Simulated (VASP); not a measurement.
# VASP 6.6.1 run: Si

INCAR

```
ENCUT = 520
NBANDS = 16
IVDW = 12
PREC = Accurate
ISMEAR = -1
LASPH = .TRUE.
NSW = 0
LWAVE = .FALSE.
NELM = 56
EDIFF = 1E-7
ISIF = 2
IBRION = -1
SIGMA = 0.02
LCHARG = .FALSE.
GGA = PE
LREAL = .FALSE.
```

KPOINTS

```
KPOINTS created by Atomic Simulation Environment
0
Gamma
12 12 4
0 0 0
```

POSCAR

```
Si
 1.0000000000000000
     3.8321295590073570    0.0000000000000000    0.0000000000000000
    -1.9160647795036785    3.3187215486936292    0.0000000000000000
     0.0000000000000000    0.0000000000000000    6.1509803545999997
 Si
   4
Cartesian
 -0.0000000000000000  2.2124810324624189 -0.0090271243245443
  1.9160647795036780  1.1062405162312094  3.0664630529754553
 -0.0000000000000000  2.2124810324624189  2.3156447572995438
  1.9160647795036780  1.1062405162312094  5.3911349345995427
```

The recommended PBE PAW datasets give the neutral cell 16 valence electrons.

Command

```
mpirun -np 1 vasp_std
```

OSZICAR

```
N       E                     dE             d eps       ncg     rms          rms(c)
DAV:   1     0.263314889900E+02    0.26331E+02   -0.59595E+03  1824   0.818E+02
DAV:   2    -0.201419874278E+02   -0.46473E+02   -0.42372E+02  2544   0.124E+02
DAV:   3    -0.219605419170E+02   -0.18186E+01   -0.18058E+01  2520   0.226E+01
DAV:   4    -0.219811335046E+02   -0.20592E-01   -0.20589E-01  2240   0.311E+00
DAV:   5    -0.219814918999E+02   -0.35840E-03   -0.35837E-03  2552   0.386E-01    0.712E+00
DAV:   6    -0.217072084413E+02    0.27428E+00   -0.11117E-01  2104   0.158E+00    0.435E+00
DAV:   7    -0.215834167141E+02    0.12379E+00   -0.23088E-01  2224   0.238E+00    0.266E-01
DAV:   8    -0.215856174447E+02   -0.22007E-02   -0.16255E-02  2192   0.642E-01    0.109E-01
DAV:   9    -0.215861406935E+02   -0.52325E-03   -0.67967E-04  2384   0.151E-01    0.838E-02
DAV:  10    -0.215862536179E+02   -0.11292E-03   -0.12008E-04  2184   0.551E-02    0.102E-02
DAV:  11    -0.215862574040E+02   -0.37861E-05   -0.64322E-06  2464   0.139E-02    0.763E-03
DAV:  12    -0.215862589465E+02   -0.15425E-05   -0.14994E-06  2192   0.666E-03    0.113E-03
DAV:  13    -0.215862588474E+02    0.99018E-07   -0.23350E-07  2376   0.248E-03
   1 F= -.22869043E+02 E0= -.22869041E+02  d E =-.415344E-05
```

From OUTCAR

```
k-points           NKPTS =     57   k-points in BZ     NKDIM =     57   number of bands    NBANDS=     16

   NELECT =      16.0000    total number of electrons

   dimension x,y,z NGX =    30 NGY =   30 NGZ =   48
   dimension x,y,z NGXF=    60 NGYF=   60 NGZF=   96

  energy-cutoff  :      520.00
  volume of cell :       78.23
      direct lattice vectors                 reciprocal lattice vectors
     3.832129559  0.000000000  0.000000000     0.260951511  0.150660425  0.000000000
    -1.916064780  3.318721549  0.000000000     0.000000000  0.301320851  0.000000000
     0.000000000  0.000000000  6.150980355     0.000000000  0.000000000  0.162575710

 k-points in reciprocal lattice and weights: KPOINTS created by Atomic Simulation Env
   0.00000000  0.00000000  0.00000000       0.002
   0.08333333  0.00000000  0.00000000       0.010
   0.16666667  0.00000000  0.00000000       0.010
   0.25000000 -0.00000000  0.00000000       0.010
   0.33333333 -0.00000000  0.00000000       0.010
   0.41666667  0.00000000  0.00000000       0.010
   0.50000000 -0.00000000  0.00000000       0.005
   0.08333333  0.08333333  0.00000000       0.010
   ...

 E-fermi :   6.4005

 k-point     1 :       0.0000    0.0000    0.0000
  band No.  band energies     occupation
      1      -6.0729      2.00000
      2      -3.5547      2.00000
      3      -0.9760      2.00000
      4       4.5900      2.00000
      5       4.5900      2.00000
      6       6.1410      2.00000
      7       6.2762      1.99601
      8       6.2762      1.99601
      9       7.0812      0.00000
     10       8.1759      0.00000
     11       8.1759      0.00000
     12       9.1454      0.00000
     13      10.0512      0.00000
     14      10.5039      0.00000
     15      10.5039      0.00000
     16      12.1061      0.00000

 k-point     2 :       0.0833    0.0000    0.0000
  band No.  band energies     occupation
      1      -5.9920      2.00000
      2      -3.4723      2.00000
      3      -0.9335      2.00000
      4       3.8966      2.00000
      5       4.4220      2.00000
      6       5.6754      2.00000
      7       5.9842      2.00000
      8       6.1270      2.00000
      9       7.5534      0.00000
     10       8.3394      0.00000
     11       8.4358      0.00000
     12       9.2429      0.00000
     13      10.2055      0.00000
     14      10.8119      0.00000
     15      10.8135      0.00000
     16      11.6295      0.00000

 k-point     3 :       0.1667    0.0000    0.0000
  band No.  band energies     occupation
      1      -5.7514      2.00000
      2      -3.2266      2.00000
      3      -0.8353      2.00000
      4       2.7145      2.00000
      5       4.0482      2.00000
      6       4.4708      2.00000
      7       5.5466      2.00000
      8       5.7861      2.00000
      9       7.5239      0.00000
     10       9.0023      0.00000
     11       9.4441      0.00000
     12       9.4679      0.00000
     13       9.8615      0.00000
     14      10.9076      0.00000
     15      11.6332      0.00000
     16      11.8192      0.00000

 ...

  Total      -0.08936    -0.08936     2.62289    -0.00000     0.00000     0.00000
  in kB      -1.83023    -1.83023    53.71995    -0.00000     0.00000     0.00000
  external pressure =       16.69 kB  Pullay stress =        0.00 kB

 POSITION                                       TOTAL-FORCE (eV/Angst)
 -----------------------------------------------------------------------------------
      0.00000      2.21248      6.14195        -0.000000      0.000000     -0.020678
      1.91606      1.10624      3.06646         0.000000      0.000000     -0.020678
      0.00000      2.21248      2.31564        -0.000000      0.000000      0.020678
      1.91606      1.10624      5.39113         0.000000     -0.000000      0.020678
 -----------------------------------------------------------------------------------
    total drift:                                0.000000      0.000000      0.000000

  FREE ENERGIE OF THE ION-ELECTRON SYSTEM (eV)
  ---------------------------------------------------
  free  energy   TOTEN  =       -22.8690429709 eV

  energy  without entropy=      -22.8690388175  energy(sigma->0) =      -22.86904089
```

It converged. Results: gap between bands v and c on the k mesh 0.26 eV; least direct gap on the k mesh 0.80 eV; pressure 1.7 GPa; largest force 0.02 eV/Å. Band v is the last that the valence electrons fill when counted band by band, and c is the next.

For comparison, a separate PBE run of the intended cell, on usual settings and not on those above, gives a gap of 0.26 eV on its mesh and a pressure of 4.3 GPa.

The run above took about 49 s on one core of a shared host (Intel Xeon Platinum 8488C) and held 0.2 GiB at most.
